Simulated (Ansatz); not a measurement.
**Mn, fcc: how the functional moves the structure**

All rows: Ansatz, plane waves with scalar-relativistic PAW, 420 eV (500 eV for the SCAN forms), relaxed under each functional, no dispersion correction, no zero-point motion. B₀ comes from uniform scaling at fixed shape; a dash is a value not given.

| functional | V (Å³/atom) | cell | B₀ (GPa) | magnetic state | ΔE to alpha-Mn (A12) (meV/atom) |
| --- | --- | --- | --- | --- | --- |
| PBE | 11.44 | a = 2.572 Å, c = 3.458 Å (c/a = 1.344) | - | antiferromagnetic, largest moment 1.80 μB in the atomic sphere | 53 |
| PBEsol | 10.52 | a = 2.475 Å, c = 3.437 Å (c/a = 1.389) | - | antiferromagnetic, largest moment 0.92 μB in the atomic sphere | 83 |
| LDA | 10.08 | a = 3.429 Å | - | non-magnetic | 80 |
| revPBE | 11.85 | a = 2.599 Å, c = 3.507 Å (c/a = 1.349) | 129 | antiferromagnetic, largest moment 2.05 μB in the atomic sphere | 26 |
| RPBE | 12.02 | a = 2.611 Å, c = 3.527 Å (c/a = 1.351) | 122 | antiferromagnetic, largest moment 2.15 μB in the atomic sphere | 15 |

LDA gives the smallest volume and RPBE the largest.
